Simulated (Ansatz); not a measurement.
**Cold compression of Cd (beta tin type)**

```yaml
crystal:
  lattice:
    - [-2.93703, 2.93703, 1.49882]
    - [2.93703, -2.93703, 1.49882]
    - [2.93703, 2.93703, -1.49882]
  atoms:
    - { symbol: Cd, position: [0.62500, 0.87500, 0.75000] }
    - { symbol: Cd, position: [0.37500, 0.12500, 0.25000] }
```

The cell comes from a relaxation on PAW files under the same functional, begun from a prototype that needn't be the stable phase.

Its volume is scaled, and at each volume shape and atoms are relaxed on PAW files; all methods then take that cell.

Level of theory: DFT with PBE, scalar-relativistic, in Ansatz 0.2.0; a Γ-centred 14×14×14 k mesh, Fermi–Dirac smearing of 0.1 eV, no spin polarisation. LAPW: all electrons, basis error target 1 meV/atom; PAW: frozen-core files, cutoff 420 eV; crystal datasets: all electrons, by PAW datasets that the program makes for each cell; norm-conserving: pseudopotentials, cutoff 1071 eV; PAW (core large): files with a larger core, cutoff 420 eV.

Energies are extrapolated to zero smearing and count from the unscaled cell; pressure is positive in compression; gaps take the mesh and a band path. No temperature or zero-point motion is included.

The structure type is held throughout; the real material can change phase at far lower pressure.

```
V/V0  V (Å³/atom)  P LAPW (GPa)  ΔE LAPW (eV/atom)  P PAW − LAPW (GPa)  ΔE PAW − LAPW (meV/atom)  space group  shortest distance (Å)
1.00        25.86          0.00              0.000               -0.01                       0.0     I4_1/amd                  2.998
0.95        24.57          1.88              0.007               -0.01                       0.0     I4_1/amd                  2.948
0.85        21.98             ?              0.083                0.00                      -0.1     I4_1/amd                  2.843
0.75        19.39          20.7              0.304                0.00                       0.0     I4_1/amd                  2.731
0.65        16.81          46.3              0.820               -0.01                       0.0     I4_1/amd                  2.606
0.55        14.22         101.7              1.953               -0.03                      -0.3     I4_1/amd                      ?
0.45        11.64         234.2              4.500               -0.10                      -1.1     I4_1/amd                  2.311
0.40        10.34         367.6              6.882               -0.20                      -2.2     I4_1/amd                  2.219
```

(1) What belongs in the row "0.85", column "P LAPW (GPa)"?

(2) Give the missing entry: row "0.55", column "shortest distance (Å)".

(3) Fit the Vinet equation to the LAPW pressures over the whole range, with residuals weighted by 1/(|P| + 0.03·Pmax).

(4) From the table, what is the rise of the enthalpy H = E + pV up to the last row, and how stiff is the crystal between the last two rows?

(5) At the smallest volume, how far do crystal datasets and norm-conserving and PAW (core large) lie from LAPW in pressure?

Results:

(1) 8.21.

(2) 2.473.

(3) V0 = 25.94 Å³/atom, B0 = 28.7 GPa and B0′ = 6.46, and the fit misses no point by more than 3.8 GPa. A fit over so wide a range pins B0 less well than one near rest.

(4) ΔH = 6.882 eV + (367.6 GPa × 10.34 Å³ + 0.00 GPa × 25.86 Å³) × 0.006242 eV/(GPa·Å³) = 30.62 eV/atom, of which pV makes 78 %. The mean bulk modulus there is −ΔP/Δln V = 1130 GPa.

(5) crystal datasets: 0.00 GPa; norm-conserving: +0.45 GPa; PAW (core large): -0.20 GPa, on a LAPW pressure of 367.6 GPa.
